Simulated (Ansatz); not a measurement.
# AlCu3: the cost of one run

Computed with Ansatz 0.2.0 (DFT PBEsol, scalar-relativistic, plane waves, PAW, unless a step's input says otherwise).

9 further runs of the same task are left out: 9 set aside as unsound or not needed. Runs told in other sessions of the task aren't counted.

**1. The structure to begin with**

The structure is cubic, space group Pm-3m (No. 221). Conventional cell: a = 3.632 Å, b = 3.632 Å, c = 3.632 Å, α = 90.00°, β = 90.00°, γ = 90.00°. Around Al (site symmetry m-3m) lie 12 Cu at 2.57 Å. Around Cu (site symmetry 4/mmm) lie 4 Al at 2.57 Å and 8 Cu at 2.57 Å.

Structure file:

```cif
data_structure
_symmetry_space_group_name_H-M 'Pm-3m'
_symmetry_Int_Tables_number 221
_cell_length_a 3.6318
_cell_length_b 3.6318
_cell_length_c 3.6318
_cell_angle_alpha 90.000
_cell_angle_beta 90.000
_cell_angle_gamma 90.000
_cell_volume 47.90
loop_
_atom_site_label
_atom_site_type_symbol
_atom_site_symmetry_multiplicity
_atom_site_Wyckoff_symbol
_atom_site_fract_x
_atom_site_fract_y
_atom_site_fract_z
_atom_site_occupancy
Al1 Al 1 a 0.00000 0.00000 0.00000 1
Cu1 Cu 3 c 0.50000 0.50000 0.00000 1
```

It goes back to an entry of the Materials Project, which need not be the stable form.

It is the result of an earlier relaxation at this level (volume 11.98 Å³/atom; gap on the mesh: none (metal)).

**2. Plan of the line**

The energy is mapped over two homogeneous strains (x along [1 0 0], y along [0 1 0], z along [0 0 1] of the conventional cell).

The axes are (1) engineering shear strain xy: 9 values from −22.0 %; (2) equal normal strain along x and y: 9 values from −7.00 %.

Nothing else is relaxed (symmetry fixes all fractional coordinates). Energies count from the relaxed crystal. Points are written as (first, second).

**3. Point (−11.0 %, −7.00 %)**

Contents of input.yaml:

```yaml
crystal:
  lattice:
    - [3.3775543364, -0.1997478371, 0.0]
    - [-0.1997478371, 3.3775543364, 0.0]
    - [0.0, 0.0, 3.6317788563]
  atoms:
    - { symbol: Al, position: [0.0, 0.0, 0.0] }
    - { symbol: Cu, position: [0.5, 0.5, 0.0] }
    - { symbol: Cu, position: [0.5, 0.0, 0.5] }
    - { symbol: Cu, position: [0.0, 0.5, 0.5] }
basis:
  ecutwfc: 520.0
kpoints:
  mp_grid: { grid: [12, 12, 12] }
hamiltonian:
  xc: pbesol
  pseudopotentials: { kind: paw, azcp: { folder: soft_1 } }
scf:
  occupations: { method: gaussian, width: 0.15 }
output:
  forces: true
  stress: true
  eigenvalues: true
```

The run is started by

```
ansatz run input.yaml --threads 2 --pin off --max-ram 4096MiB --backend cpu --events-out ev --progress --plain --runs-dir out
```

What time and memory should one allow on 2 threads of Intel Xeon 6975P-C (Granite Rapids), shared host?

About 10 s, with a peak of 0.72 GiB.
